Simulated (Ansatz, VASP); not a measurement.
**KMgF3: VASP beside Ansatz**

```xyz
5
Lattice="3.9859 0.0000 0.0000 0.0000 3.9859 0.0000 0.0000 0.0000 3.9859" Properties=species:S:1:pos:R:3 pbc="T T T"
K     1.9929    1.9929    1.9929
Mg    0.0000    0.0000    0.0000
F     1.9929    0.0000    0.0000
F     0.0000    1.9929    0.0000
F     0.0000    0.0000    1.9929
```

Alike in both runs: task single point; functional PBE; k mesh 6 × 6 × 6; occupations gaussian, width 0.05 eV; no spin polarisation.

```csv
,VASP,Ansatz
version,VASP 6.6.1,Ansatz 0.2.0
potentials or method,"VASP PAW PBE potentials, release 64 (K_sv, Mg, F)","scalar-relativistic, plane waves, PAW"
plane-wave cutoff (eV),520,420
valence electrons in the cell,32,40
```

VASP gave:

```
gap on the k mesh at the Fermi level (eV) : 7.30
least direct gap on the mesh (eV)         : 7.63
pressure (GPa)                            : 3.4
```

Estimate Ansatz's values.

gap on the k mesh at the Fermi level (eV): 7.33; least direct gap on the mesh (eV): 7.66; pressure (GPa): 3.8.

The two sets of potentials don't hold the same shells in valence.

A k mesh can miss the band edges. A hybrid or GW would open this gap; PBE tends to underestimate it.
